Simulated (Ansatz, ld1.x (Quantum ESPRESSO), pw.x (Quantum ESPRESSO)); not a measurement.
## Pd: does the TM potential hold in the solid?

* Element: palladium (Pd)
* Generator: ld1.x (Quantum ESPRESSO) 7.5
* Type: norm-conserving Troullier–Martins (Kleinman–Bylander form)
* Functional: PBE
* Relativity: scalar-relativistic
* Frozen core: [Kr]
* Valence charge: 10
* Reference configuration: 4d10 5s0 5p0
* Partial waves: 5p (bound, empty): rc 4.92 bohr; 4d (bound): rc 1.88 bohr; 5s (bound, empty): rc 3.22 bohr
* Local potential: the s channel
* Core correction: none

Crystal test: diamond Pd in pw.x 7.5, no spin, 8³ k-points, Fermi–Dirac smearing 0.01 Ry, cutoffs 100/400 Ry. The reference is all-electron LAPW (Ansatz 0.2.0) with the same functional, mesh and smearing; V0 and B0 come from Birch–Murnaghan fits to the pressures at five volumes. Errors are pseudo minus all-electron; Δ is the rms difference of the E(V) curves that follow from these fits, minima aligned, over ±6 % about the mean V0. Mesh and smearing are coarse, so the numbers serve the comparison and aren't converged zero-temperature values; the lattice is a test structure that the element need not adopt.

| V (Å³/atom) | P all-electron (GPa) | P pseudo (GPa) |
| --- | --- | --- |
| 23.270 | 4.07 | 6.01 |
| 23.883 | 1.95 | 3.66 |
| 24.495 | 0.14 | 1.64 |
| 25.107 | -1.41 | -0.11 |
| 25.720 | -2.72 | -1.60 |

All-electron: a0 = 5.812 Å (V0 = 24.55 Å³/atom), B0 = 66.1 GPa.

Pseudopotential: mean pressure error (GPa): +1.51; a0 (Å): 5.853; a0 error (%): +0.70; B0 error (%): +1.0; Δ (meV/atom): 7.6. The largest radius (4.92 bohr) exceeds half the bond length (2.38 bohr), so the spheres overlap, which is one possible source of error among others. This is a poor potential for the solid. Atomic configuration tests: 1 of 7 tests not solved or not reliable.

Question: At the middle volume, how do free energy and pressure move when the wave cutoff is lowered (ecutrho kept at four times it)?

Answer:

```
cutoff (Ry)  shift of F (meV/atom)  shift of P (GPa)
         45                 +886.8            -39.51
         60                  +20.1             -0.84
         80                   +8.7             -0.11
```

The run at the middle volume (29 k-points, 9 iterations) took about 40 s on one core of a shared host (Neoverse-V2, 32 threads, 247 GiB, load 31).
